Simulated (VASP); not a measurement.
# P (Im-3m) in VASP: notebook

Runs on P. Level: PBE+D3(BJ). Tasks: single point.

Program: VASP 6.6.1. These are calculated values, not measurements. Logs are shortened: lines on timing, memory, paths and dates and some standing lists are left out, and cuts for length are marked.

### 1 The structure

The structure is cubic, space group Im-3m (No. 229). The conventional cell has a = 3.224 Å, b = 3.224 Å, c = 3.224 Å, α = 90.00°, β = 90.00°, γ = 90.00°. Around P (site symmetry m-3m) lie 8 P at 2.79 Å.

The cell was built by a generator and needn't be a form met in nature.

### 2 Single point, PBE+D3(BJ)

Contents of INCAR:

```
SYSTEM = P
  PREC = Accurate
  ENCUT = 520
  EDIFF = 1E-6
  ISMEAR = 0
  SIGMA = 0.05
  LREAL = .FALSE.
  LASPH = .TRUE.
  NELM = 100
  ALGO = Normal
  ISIF = 2
  LWAVE = .FALSE.
  LCHARG = .FALSE.
  GGA = PE
  IVDW = 12
  NBANDS = 8
```

Contents of KPOINTS:

```
Automatic mesh
0
G
  8 8 8
  0 0 0
```

Contents of POSCAR:

```
P
1.0
   -1.6117973500      1.6117973500      1.6117973500
    1.6117973500     -1.6117973500      1.6117973500
    1.6117973500      1.6117973500     -1.6117973500
P
1
Direct
    0.0000000000      0.0000000000      0.0000000000
```

Potentials or basis: VASP PAW PBE potentials, release 64 (P).

On the command line:

```bash
cat potpaw_PBE.64/P/POTCAR > POTCAR
mpirun -np 1 vasp_std > vasp.out
```

OUTCAR:

```text
SYSTEM = P
   PREC = Accurate
   ENCUT = 520
   EDIFF = 1E-6
   ISMEAR = 0
   LREAL = .FALSE.
   LASPH = .TRUE.
   NELM = 100
   ISIF = 2
   GGA = PE
   IVDW = 12
 IVDW          = 12

 ion  position               nearest neighbor table
   1  0.000  0.000  0.000-

  LATTYP: Found a body centered cubic cell.
 ALAT       =     3.2235947000

  Lattice vectors:

 A1 = (  -1.6117973500,   1.6117973500,   1.6117973500)
 A2 = (   1.6117973500,  -1.6117973500,   1.6117973500)
 A3 = (   1.6117973500,   1.6117973500,  -1.6117973500)

Analysis of symmetry for initial positions (statically):
=====================================================================
 Subroutine PRICEL returns:
 Original cell was already a primitive cell.

 Routine SETGRP: Setting up the symmetry group for a
 body centered cubic supercell.

 Subroutine GETGRP returns: Found 48 space group operations
 (whereof 48 operations were pure point group operations)
 out of a pool of 48 trial point group operations.

The static configuration has the point symmetry O_h .

Analysis of symmetry for dynamics (positions and initial velocities):
=====================================================================
 Subroutine PRICEL returns:
 Original cell was already a primitive cell.

 Routine SETGRP: Setting up the symmetry group for a
 body centered cubic supercell.

 Subroutine GETGRP returns: Found 48 space group operations
 (whereof 48 operations were pure point group operations)
 out of a pool of 48 trial point group operations.

The dynamic configuration has the point symmetry O_h .

 Subroutine INISYM returns: Found 48 space group operations
 (whereof 48 operations are pure point group operations),
 and found     1 'primitive' translations

----------------------------------------------------------------------------------------

                                     Primitive cell

  volume of cell :      16.7491

  direct lattice vectors                    reciprocal lattice vectors
    -1.611797350  1.611797350  1.611797350     0.000000000  0.310212695  0.310212695
     1.611797350 -1.611797350  1.611797350     0.310212695  0.000000000  0.310212695
     1.611797350  1.611797350 -1.611797350     0.310212695  0.310212695  0.000000000

  length of vectors
     2.791714902  2.791714902  2.791714902     0.438707001  0.438707001  0.438707001

  position of ions in fractional coordinates (direct lattice)
     0.000000000  0.000000000  0.000000000

  ion indices of the primitive-cell ions
   primitive index   ion index
                 1           1

----------------------------------------------------------------------------------------

 KPOINTS: Automatic mesh

Automatic generation of k-mesh.
 Grid dimensions read from file:
 generate k-points for:    8    8    8

 Generating k-lattice:

  Cartesian coordinates                     Fractional coordinates (reciprocal lattice)
     0.000000000  0.038776587  0.038776587     0.125000000  0.000000000  0.000000000
     0.038776587  0.000000000  0.038776587     0.000000000  0.125000000  0.000000000
     0.038776587  0.038776587  0.000000000     0.000000000  0.000000000  0.125000000

  Length of vectors
     0.054838375  0.054838375  0.054838375

  Shift w.r.t. Gamma in fractional coordinates (k-lattice)
     0.000000000  0.000000000  0.000000000

 Subroutine IBZKPT returns following result:
 ===========================================

 Found     29 irreducible k-points:

 Following reciprocal coordinates:
            Coordinates               Weight
  0.000000  0.000000  0.000000      1.000000
  0.125000  0.000000  0.000000     12.000000
  0.250000  0.000000  0.000000     12.000000
  0.375000  0.000000  0.000000     12.000000
  0.500000  0.000000  0.000000      6.000000
  0.125000  0.125000  0.000000     24.000000
[... 16 lines left out ...]
 -0.250000  0.250000  0.250000      6.000000
 -0.375000  0.375000  0.250000     24.000000
 [... further k-points ...]
   k-points           NKPTS =     29   k-points in BZ     NKDIM =     29   number of bands    NBANDS=      8
   number of dos      NEDOS =    301   number of ions     NIONS =      1
   total plane-waves  NPLWV =  13824
   dimension x,y,z NGX =    24 NGY =   24 NGZ =   24
   dimension x,y,z NGXF=    48 NGYF=   48 NGZF=   48
   ions per type =               1
   NGX,Y,Z   is equivalent  to a cutoff of  14.29, 14.29, 14.29 a.u.
   NGXF,Y,Z  is equivalent  to a cutoff of  28.58, 28.58, 28.58 a.u.
 SYSTEM =  P
   PREC   = accura    normal or accurate (medium, high low for compatibility)
   ISTART =      0    job   : 0-new  1-cont  2-samecut
   ICHARG =      2    charge: 1-file 2-atom 10-const
   ISPIN  =      1    spin polarized calculation?
   LNONCOLLINEAR =      F non collinear calculations
   LSORBIT =      F    spin-orbit coupling
   LASPH  =      T    aspherical Exc in radial PAW
   ENCUT  =  520.0 eV  38.22 Ry    6.18 a.u.   5.19  5.19  5.19*2*pi/ulx,y,z
   NELM   =    100;   NELMIN=  2; NELMDL= -5     # of ELM steps
   EDIFF  = 0.1E-05   stopping-criterion for ELM
   LREAL  =      F    real-space projection
   EDIFFG = 0.1E-04   stopping-criterion for IOM
   NSW    =      0    number of steps for IOM
   IBRION =     -1    ionic relax: 0-MD 1-quasi-New 2-CG
   NFREE  =      0    steps in history (QN), initial steepest desc. (CG)
   ISIF   =      2    stress and relaxation
   ISYM   =      2    0-nonsym 1-usesym 2-fastsym
   POTIM  = 0.5000    time-step for ionic-motion
   TEBEG  =    0.0;   TEEND  =   0.0 temperature during run
   PSTRESS=    0.0 pullay stress
   NELECT =       5.0000    total number of electrons
   NUPDOWN=      -1.0000    fix difference up-down
   EMIN   =  10.00;   EMAX   =-10.00  energy-range for DOS
   EFERMI =   0.00;   METHOD = LEGACY
   ISMEAR =     0;   SIGMA  =   0.05  broadening in eV -4-tet -1-fermi 0-gaus
   EFERMI_NEDOS =   21; number of points for ismear=-14 and -15
   IALGO  =     38    algorithm
   IMIX   =      4    mixing-type and parameters
     AMIX     =   0.40;   BMIX     =  1.00
     AMIX_MAG =   1.60;   BMIX_MAG =  1.00
  volume/ion in A,a.u.               =      16.75       113.03
  Fermi-wavevector in a.u.,A,eV,Ry     =   1.094127  2.067600 16.287723  1.197114
  Thomas-Fermi vector in A             =   2.230426
   LORBIT       =      0    0 simple, 1 ext, 2 COOP (PROOUT), +10 PAW based schemes
   GGA     = PE    functional components
   LHFCALC =     F    Hartree Fock is set to
   AEXX    =    0.0000 exact exchange contribution
   IVDW    =    12    specifies the selected vdW correction
   LEPSILON=     F    determine dielectric tensor
   LRPA    =     F    only Hartree local field effects (RPA)
 non-spin polarized calculation
 Gauss-broadening in eV      SIGMA  =   0.05
  energy-cutoff  :      520.00
  volume of cell :       16.75
 maximum number of plane-waves:       466
 NGX is ok and might be reduce to    24
   NGX = 11   NGY = 11   NGZ = 11

 number of electron       4.9999999 magnetization

 Free energy of the ion-electron system (eV)
  ---------------------------------------------------
  ext. energy  EPLUGINS =         0.00000000
  ---------------------------------------------------
  free energy    TOTEN  =        -4.56202913 eV

  energy without entropy =       -4.56077227  energy(sigma->0) =       -4.56140070

 E-fermi :   7.7006     XC(G=0): -10.8596

 val. band max:        7.6893437497   @ k =  -0.2500   0.2500   0.1250
 cond. band min:       8.0751572569   @ k =   0.3750   0.1250   0.0000
 fundamental gap:      0.3858135071
 Fermi energy:         7.7006093524

 k-point     1 :       0.0000    0.0000    0.0000
  band No.  band energies     occupation
      1      -7.0728      2.00000
      2      13.4911      0.00000
      3      13.4911      0.00000
      4      13.4911      0.00000
      5      19.3595      0.00000
      6      19.3595      0.00000
      7      19.3595      0.00000
      8      22.9144      0.00000

 k-point     2 :       0.1250    0.0000    0.0000
  band No.  band energies     occupation
      1      -6.6620      2.00000
      2      11.3983      0.00000
      3      12.5237      0.00000
      4      13.2951      0.00000
      5      18.3751      0.00000
      6      19.0037      0.00000
      7      21.0645      0.00000
      8      21.8284      0.00000

 k-point     3 :       0.2500    0.0000    0.0000
  band No.  band energies     occupation
      1      -5.4458      2.00000
      2       7.4447      2.00000
      3      11.0551      0.00000
      4      12.8164      0.00000
      5      16.7967      0.00000
      6      17.1811      0.00000
      7      22.7994      0.00000
      8      22.9088      0.00000

 k-point     4 :       0.3750    0.0000    0.0000
  band No.  band energies     occupation
      1      -3.5148      2.00000
      2       3.5403      2.00000
      3      10.0486      0.00000
      4      12.3478      0.00000
      5      15.6866      0.00000
      6      15.8831      0.00000
      7      24.2493      0.00000
      8      24.4900      0.00000

 k-point     5 :       0.5000    0.0000    0.0000
  band No.  band energies     occupation
      1      -1.8064      2.00000
      2       1.1375      2.00000
      3       9.7013      0.00000
      4      12.1595      0.00000
      5      15.3004      0.00000
      6      15.4449      0.00000
      7      25.6210      0.00000
      8      25.8843      0.00000
[... 177 lines left out ...]
 k-point    22 :       0.2500    0.2500    0.2500
  band No.  band energies     occupation
      1      -0.2736      2.00000
      2       4.3685      2.00000
      3       4.3685      2.00000
      4       4.3685      2.00000
      5      24.1043      0.00000
      6      24.1043      0.00000
      7      24.1043      0.00000
      8      26.5315      0.00000

 k-point    23 :      -0.2500    0.2500    0.2500
  band No.  band energies     occupation
      1      -3.8480      2.00000
      2       8.0936      0.00000
      3       8.4197      0.00000
      4       8.4197      0.00000
      5      14.4087      0.00000
      6      22.0836      0.00000
      7      22.3740      0.00000
      8      22.3740      0.00000

 k-point    24 :      -0.3750    0.3750    0.2500
  band No.  band energies     occupation
      1      -1.9669      2.00000
      2       4.8566      2.00000
      3       7.3551      2.00000
      4       8.5943      0.00000
      5      13.9303      0.00000
      6      18.9882      0.00000
      7      21.4891      0.00000
      8      23.3347      0.00000

 [... further k-points ...]

------------------------ aborting loop because EDIFF is reached ----------------------------------------

 Edisp (eV)   -0.41642

 E8    (eV) :    -0.1561

  FORCE on cell =-STRESS in cart. coord.  units (eV):
  Direction    XX          YY          ZZ          XY          YZ          ZX
  --------------------------------------------------------------------------------------
  -------------------------------------------------------------------------------------
  Total      -1.68248    -1.68248    -1.68248     0.00000     0.00000    -0.00000
  in kB    -160.94221  -160.94221  -160.94221     0.00000     0.00000    -0.00000
  external pressure =     -160.94 kB  Pullay stress =        0.00 kB

 VOLUME and BASIS-vectors are now :
 -----------------------------------------------------------------------------
  energy-cutoff  :      520.00
  volume of cell :       16.75
      direct lattice vectors                 reciprocal lattice vectors
    -1.611797350  1.611797350  1.611797350     0.000000000  0.310212695  0.310212695
     1.611797350 -1.611797350  1.611797350     0.310212695  0.000000000  0.310212695
     1.611797350  1.611797350 -1.611797350     0.310212695  0.310212695  0.000000000

 POSITION                                       TOTAL-FORCE (eV/Angst)
 -----------------------------------------------------------------------------------
      0.00000      0.00000      0.00000         0.000000      0.000000      0.000000
 -----------------------------------------------------------------------------------
    total drift:                                0.000000     -0.000000     -0.000000

  FREE ENERGIE OF THE ION-ELECTRON SYSTEM (eV)
  ---------------------------------------------------
  free  energy   TOTEN  =        -4.9784461671 eV

  energy  without entropy=       -4.9771893006  energy(sigma->0) =       -4.97781773
```

Run time: 2.3 s. Hardware: 1 thread of Intel Xeon Platinum 8488C (Sapphire Rapids), shared host; peak memory 0.14 GiB.

What came out:

```
Free energy                : -4.9784 eV
Pressure                   : -16.1 GPa
Band gap on the k mesh     : none (metal or under the smearing width)
Dispersion energy per atom : -0.416 eV
```

Levels at points of the mesh, in eV from the Fermi level:
```csv
k point,band 1,band 2,band 3,band 4,band 5,band 6
"(0.00, 0.00, 0.00)",-14.77,5.79,5.79,5.79,11.66,11.66
"(0.50, 0.00, 0.00)",-9.51,-6.56,2.00,4.46,7.60,7.74
"(0.50, 0.50, 0.50)",-5.21,-2.16,-2.16,-2.16,3.24,3.24
```

Caveat: so large a pressure means that the cell lies far from this level's equilibrium, or that cutoff or potentials fall short; pairwise dispersion overbinds metals, which lowers pressure and volume.

(Part 1 of 2 ends here.)
